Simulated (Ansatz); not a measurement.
**What a trial cell of Hg relaxes into**

These are results of Ansatz 0.2.0, DFT r2SCAN, scalar-relativistic, plane waves, PAW, not measurements. Cutoff 500 eV, Γ-centred k mesh, Gaussian smearing, no spin polarisation in the final step.

Hg was placed on the diamond structure type (Fd-3m, No. 227), at a guessed volume.

```yaml
crystal:
  lattice:
    - [0.00000, 3.30896, 3.30896]
    - [3.30896, 0.00000, 3.30896]
    - [3.30896, 3.30896, 0.00000]
  atoms:
    - { symbol: Hg, position: [0.50000, 0.50000, 0.50000] }
    - { symbol: Hg, position: [0.75000, 0.75000, 0.75000] }
```

Steps on the 14×14×14 mesh (2 atoms). 4 of 5 steps are shown, and the free energy counts from the last. Trial steps that were taken back and renewals of the plane-wave basis can be among the rows.

```csv
step,ΔF (meV/atom),V (Å³/atom),P (GPa)
1,5.5,36.23,0.84
2,2.0,37.35,0.33
3,1.0,38.12,0.16
5,0.0,38.82,0.02
```

A final relaxation ran on a 14×14×14 mesh. The relaxed crystal, Fd-3m (No. 227):

Space group Fd-3m:1 (No. 227). a = 6.772 Å, b = 6.772 Å, c = 6.772 Å, α = 90.00°, β = 90.00°, γ = 90.00°
```csv
atom,site,symmetry,x,y,z
Hg,8b,-43m,0.0000,0.0000,0.5000
```

For Hg, the volume per atom is 38.82 Å³, the density is 8.58 g/cm³ and the energy over the standard structure is 0.18 eV/atom. The gap on the 14×14×14 mesh is 0 eV (a metal).

Energies count from the standard state of Hg at the same level.

The final run used a 14×14×14 mesh on its 2-atom cell and 0.10 eV smearing. The k mesh leaves about 4 meV/atom of noise in metals. Spin–orbit coupling is left out.

Symmetry constrained the relaxation, so the result can be a saddle point.